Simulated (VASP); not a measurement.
# SnTe (Fm-3m) in VASP: further runs

The runs below take SnTe through single point, with PBE.

Program: VASP 6.6.1. These are calculated values, not measurements. Logs are shortened: lines on timing, memory, paths and dates and some standing lists are left out, and cuts for length are marked.

**What was measured.**

A printed reference work, textbook reports, for a bulk crystal of SnTe at 300 K: band gap 0.18 eV (direct).

How close the calculation comes is told below.

## (1) The cell of the first run

It takes space group Fm-3m (No. 225, cubic). The conventional cell has a = 6.283 Å, b = 6.283 Å, c = 6.283 Å, α = 90.00°, β = 90.00°, γ = 90.00°. Sn (site symmetry m-3m) has 6 Te at 3.14 Å within 4.1 Å. Te (site symmetry m-3m) has 6 Sn at 3.14 Å within 4.1 Å.

## (2) Single point, PBE (31.01 Å³/atom)

The input, INCAR:

```
  PREC = Accurate
  ENCUT = 520
  EDIFF = 1E-7
  ISMEAR = -1
  SIGMA = 0.02
  LREAL = False
  LASPH = True
  NELM = 100
  ALGO = Normal
  ISIF = 2
  LWAVE = False
  LCHARG = False
  GGA = PE
  NBANDS = 17
```

The input, KPOINTS:

```
regular mesh
0
Gamma
  6 6 6
```

The input, POSCAR:

```
SnTe
1.0
    0.0000000000      3.1417146145      3.1417146145
    3.1417146145      0.0000000000      3.1417146145
    3.1417146145      3.1417146145      0.0000000000
Sn Te
1 1
Direct
    0.0000000000      0.0000000000      0.0000000000
    0.5000000000      0.5000000000      0.5000000000
```

Potentials or basis: VASP PAW PBE potentials, release 64 (Sn_d, Te).

Started as:

```
$ cat potpaw_PBE.64/Sn_d/POTCAR potpaw_PBE.64/Te/POTCAR > POTCAR
$ mpirun -np 1 vasp_std > vasp.out
```

OUTCAR:

```text
PREC = Accurate
   ENCUT = 520
   EDIFF = 1E-7
   ISMEAR = -1
   LREAL = False
   LASPH = True
   NELM = 100
   ISIF = 2
   GGA = PE

 ion  position               nearest neighbor table
   1  0.000  0.000  0.000-   2 3.14   2 3.14   2 3.14   2 3.14   2 3.14   2 3.14
   2  0.500  0.500  0.500-   1 3.14   1 3.14   1 3.14   1 3.14   1 3.14   1 3.14

  LATTYP: Found a face centered cubic cell.
 ALAT       =     6.2834292290

  Lattice vectors:

 A1 = (   0.0000000000,   3.1417146145,   3.1417146145)
 A2 = (   3.1417146145,   0.0000000000,   3.1417146145)
 A3 = (   3.1417146145,   3.1417146145,   0.0000000000)

Analysis of symmetry for initial positions (statically):
=====================================================================
 Subroutine PRICEL returns:
 Original cell was already a primitive cell.

 Routine SETGRP: Setting up the symmetry group for a
 face centered cubic supercell.

 Subroutine GETGRP returns: Found 48 space group operations
 (whereof 48 operations were pure point group operations)
 out of a pool of 48 trial point group operations.

The static configuration has the point symmetry O_h .

Analysis of symmetry for dynamics (positions and initial velocities):
=====================================================================
 Subroutine PRICEL returns:
 Original cell was already a primitive cell.

 Routine SETGRP: Setting up the symmetry group for a
 face centered cubic supercell.

 Subroutine GETGRP returns: Found 48 space group operations
 (whereof 48 operations were pure point group operations)
 out of a pool of 48 trial point group operations.

The dynamic configuration has the point symmetry O_h .

 Subroutine INISYM returns: Found 48 space group operations
 (whereof 48 operations are pure point group operations),
 and found     1 'primitive' translations

----------------------------------------------------------------------------------------

                                     Primitive cell

  volume of cell :      62.0198

  direct lattice vectors                    reciprocal lattice vectors
     0.000000000  3.141714615  3.141714615    -0.159148765  0.159148765  0.159148765
     3.141714615  0.000000000  3.141714615     0.159148765 -0.159148765  0.159148765
     3.141714615  3.141714615  0.000000000     0.159148765  0.159148765 -0.159148765

  length of vectors
     4.443055417  4.443055417  4.443055417     0.275653746  0.275653746  0.275653746

  position of ions in fractional coordinates (direct lattice)
     0.000000000  0.000000000  0.000000000
     0.500000000  0.500000000  0.500000000

  ion indices of the primitive-cell ions
   primitive index   ion index
                 1           1
                 2           2

----------------------------------------------------------------------------------------

 KPOINTS: regular mesh

Automatic generation of k-mesh.
 Grid dimensions read from file:
 generate k-points for:    6    6    6

 Generating k-lattice:

  Cartesian coordinates                     Fractional coordinates (reciprocal lattice)
    -0.026524794  0.026524794  0.026524794     0.166666667  0.000000000  0.000000000
     0.026524794 -0.026524794  0.026524794     0.000000000  0.166666667  0.000000000
     0.026524794  0.026524794 -0.026524794     0.000000000  0.000000000  0.166666667

  Length of vectors
     0.045942291  0.045942291  0.045942291

  Shift w.r.t. Gamma in fractional coordinates (k-lattice)
     0.000000000  0.000000000  0.000000000

 Subroutine IBZKPT returns following result:
 ===========================================

 Found     16 irreducible k-points:

 Following reciprocal coordinates:
            Coordinates               Weight
  0.000000  0.000000  0.000000      1.000000
  0.166667  0.000000  0.000000      8.000000
  0.333333  0.000000  0.000000      8.000000
  0.500000  0.000000  0.000000      4.000000
  0.166667  0.166667  0.000000      6.000000
  0.333333  0.166667  0.000000     24.000000
[... 8 lines left out ...]
 -0.333333  0.333333  0.166667     24.000000
 -0.333333  0.500000  0.166667     12.000000
   k-points           NKPTS =     16   k-points in BZ     NKDIM =     16   number of bands    NBANDS=     17
   number of dos      NEDOS =    301   number of ions     NIONS =      2
   total plane-waves  NPLWV =  46656
   dimension x,y,z NGX =    36 NGY =   36 NGZ =   36
   dimension x,y,z NGXF=    72 NGYF=   72 NGZF=   72
   ions per type =               1   1
   NGX,Y,Z   is equivalent  to a cutoff of  13.47, 13.47, 13.47 a.u.
   NGXF,Y,Z  is equivalent  to a cutoff of  26.94, 26.94, 26.94 a.u.
 SYSTEM =  unknown system
   PREC   = accura    normal or accurate (medium, high low for compatibility)
   ISTART =      0    job   : 0-new  1-cont  2-samecut
   ICHARG =      2    charge: 1-file 2-atom 10-const
   ISPIN  =      1    spin polarized calculation?
   LNONCOLLINEAR =      F non collinear calculations
   LSORBIT =      F    spin-orbit coupling
   LASPH  =      T    aspherical Exc in radial PAW
   ENCUT  =  520.0 eV  38.22 Ry    6.18 a.u.   8.26  8.26  8.26*2*pi/ulx,y,z
   NELM   =    100;   NELMIN=  2; NELMDL= -5     # of ELM steps
   EDIFF  = 0.1E-06   stopping-criterion for ELM
   LREAL  =      F    real-space projection
   EDIFFG = 0.1E-05   stopping-criterion for IOM
   NSW    =      0    number of steps for IOM
   IBRION =     -1    ionic relax: 0-MD 1-quasi-New 2-CG
   NFREE  =      0    steps in history (QN), initial steepest desc. (CG)
   ISIF   =      2    stress and relaxation
   ISYM   =      2    0-nonsym 1-usesym 2-fastsym
   POTIM  = 0.5000    time-step for ionic-motion
   TEBEG  =    0.0;   TEEND  =   0.0 temperature during run
   PSTRESS=    0.0 pullay stress
   NELECT =      20.0000    total number of electrons
   NUPDOWN=      -1.0000    fix difference up-down
   EMIN   =  10.00;   EMAX   =-10.00  energy-range for DOS
   EFERMI =   0.00;   METHOD = LEGACY
   ISMEAR =    -1;   SIGMA  =   0.02  broadening in eV -4-tet -1-fermi 0-gaus
   EFERMI_NEDOS =   21; number of points for ismear=-14 and -15
   IALGO  =     38    algorithm
   IMIX   =      4    mixing-type and parameters
     AMIX     =   0.40;   BMIX     =  1.00
     AMIX_MAG =   1.60;   BMIX_MAG =  1.00
  volume/ion in A,a.u.               =      31.01       209.27
  Fermi-wavevector in a.u.,A,eV,Ry     =   1.122642  2.121486 17.147775  1.260326
  Thomas-Fermi vector in A             =   2.259304
   LORBIT       =      0    0 simple, 1 ext, 2 COOP (PROOUT), +10 PAW based schemes
   GGA     = PE    functional components
[... 5 lines left out ...]
 non-spin polarized calculation
  energy-cutoff  :      520.00
  volume of cell :       62.02
 maximum number of plane-waves:      1687
 NGX is ok and might be reduce to    36
   NGX = 17   NGY = 17   NGZ = 17

 number of electron      19.9999998 magnetization

 Free energy of the ion-electron system (eV)
  ---------------------------------------------------
  ext. energy  EPLUGINS =         0.00000000
  ---------------------------------------------------
  free energy    TOTEN  =        -7.53411831 eV

  energy without entropy =       -7.53385129  energy(sigma->0) =       -7.53398480

 E-fermi :   7.1295     XC(G=0):  -9.5388

 val. band max:        7.0678927517   @ k =   0.5000   0.0000   0.0000
 cond. band min:       7.1911049190   @ k =   0.5000   0.0000   0.0000
 fundamental gap:      0.1232121673
 Fermi energy:         7.1294985357

 k-point     1 :       0.0000    0.0000    0.0000
  band No.  band energies     occupation
      1     -14.8576      2.00000
      2     -14.8576      2.00000
      3     -14.8508      2.00000
      4     -14.8508      2.00000
      5     -14.8508      2.00000
      6      -5.8062      2.00000
[... 9 lines left out ...]
     16      11.7978      0.00000
     17      13.8579      0.00000

 k-point     2 :       0.1667    0.0000    0.0000
  band No.  band energies     occupation
      1     -14.8587      2.00000
      2     -14.8587      2.00000
      3     -14.8504      2.00000
      4     -14.8492      2.00000
      5     -14.8492      2.00000
      6      -5.5716      2.00000
[... 9 lines left out ...]
     16      12.3606      0.00000
     17      15.4947      0.00000

 k-point     3 :       0.3333    0.0000    0.0000
  band No.  band energies     occupation
      1     -14.8615      2.00000
      2     -14.8615      2.00000
      3     -14.8496      2.00000
      4     -14.8455      2.00000
      5     -14.8455      2.00000
      6      -4.9592      2.00000
[... 9 lines left out ...]
     16      13.8919      0.00000
     17      17.8221      0.00000

 k-point     4 :       0.5000    0.0000    0.0000
  band No.  band energies     occupation
      1     -14.8630      2.00000
      2     -14.8630      2.00000
      3     -14.8492      2.00000
      4     -14.8436      2.00000
      5     -14.8436      2.00000
      6      -4.5014      2.00000
[... 9 lines left out ...]
     16      15.9138      0.00000
     17      15.9138      0.00000

 k-point     5 :       0.1667    0.1667    0.0000
  band No.  band energies     occupation
      1     -14.8615      2.00000
      2     -14.8563      2.00000
      3     -14.8518      2.00000
      4     -14.8481      2.00000
      5     -14.8481      2.00000
      6      -5.4948      2.00000
[... 9 lines left out ...]
     16      13.2423      0.00000
     17      14.2399      0.00000

 k-point     6 :       0.3333    0.1667    0.0000
  band No.  band energies     occupation
      1     -14.8650      2.00000
      2     -14.8573      2.00000
      3     -14.8514      2.00000
      4     -14.8457      2.00000
      5     -14.8447      2.00000
      6      -5.0087      2.00000
[... 9 lines left out ...]
     16      14.7440      0.00000
     17      16.1450      0.00000
[... 121 lines left out ...]
 k-point    13 :       0.5000    0.5000    0.0000
  band No.  band energies     occupation
      1     -14.8758      2.00000
      2     -14.8548      2.00000
      3     -14.8527      2.00000
      4     -14.8396      2.00000
      5     -14.8396      2.00000
      6      -4.1915      2.00000
[... 9 lines left out ...]
     16      17.6660      0.00000
     17      18.1978      0.00000

 k-point    14 :       0.5000    0.3333    0.1667
  band No.  band energies     occupation
      1     -14.8678      2.00000
      2     -14.8578      2.00000
      3     -14.8505      2.00000
      4     -14.8441      2.00000
      5     -14.8426      2.00000
      6      -4.5249      2.00000
[... 9 lines left out ...]
     16      15.4375      0.00000
     17      16.1180      0.00000

 k-point    15 :      -0.3333    0.3333    0.1667
  band No.  band energies     occupation
      1     -14.8682      2.00000
      2     -14.8589      2.00000
      3     -14.8475      2.00000
      4     -14.8465      2.00000
      5     -14.8411      2.00000
      6      -4.2108      2.00000
[... 9 lines left out ...]
     16      16.9474      0.00000
     17      17.0580      0.00000

 k-point    16 :      -0.3333    0.5000    0.1667
  band No.  band energies     occupation
      1     -14.8719      2.00000
      2     -14.8561      2.00000
      3     -14.8511      2.00000
      4     -14.8435      2.00000
      5     -14.8396      2.00000
      6      -4.1242      2.00000
[... 9 lines left out ...]
     16      17.1897      0.00000
     17      18.3393      0.00000

------------------------ aborting loop because EDIFF is reached ----------------------------------------

  FORCE on cell =-STRESS in cart. coord.  units (eV):
  Direction    XX          YY          ZZ          XY          YZ          ZX
  --------------------------------------------------------------------------------------
  -------------------------------------------------------------------------------------
  Total        1.0326003      1.0326003      1.0326003     -0.0000000     -0.0000000     -0.0000000
  in kB       26.6755034     26.6755034     26.6755034     -0.0000000     -0.0000000     -0.0000000
  external PRESSURE =      26.6755034 kB  Pullay stress =       0.0000000 kB

 VOLUME and BASIS-vectors are now :
 -----------------------------------------------------------------------------
  energy-cutoff  :      520.00
  volume of cell :       62.02
      direct lattice vectors                 reciprocal lattice vectors
     0.000000000  3.141714615  3.141714615    -0.159148765  0.159148765  0.159148765
     3.141714615  0.000000000  3.141714615     0.159148765 -0.159148765  0.159148765
     3.141714615  3.141714615  0.000000000     0.159148765  0.159148765 -0.159148765

 POSITION                                       TOTAL-FORCE (eV/Angst)
 -----------------------------------------------------------------------------------
      0.00000      0.00000      0.00000         0.000000      0.000000     -0.000000
      3.14171      3.14171      3.14171         0.000000      0.000000      0.000000
 -----------------------------------------------------------------------------------
    total drift:                               -0.000000      0.000000      0.000000

  FREE ENERGIE OF THE ION-ELECTRON SYSTEM (eV)
  ---------------------------------------------------
  free  energy   TOTEN  =        -7.5341183087 eV

  energy  without entropy=       -7.5338512874  energy(sigma->0) =       -7.53398480
```

Run time: 21 s. Hardware: 1 thread of Intel Xeon 8259CL, shared host; peak memory 0.2 GiB.

Results:

| Property | Result |
| --- | --- |
| Free energy | -7.5341 eV |
| Pressure | 2.7 GPa |
| Band gap on the k mesh | 0.12 eV |

Caveat: spin-orbit coupling is left out, which moves the levels of the heavy elements.

(Part 1 of 3 ends here.)
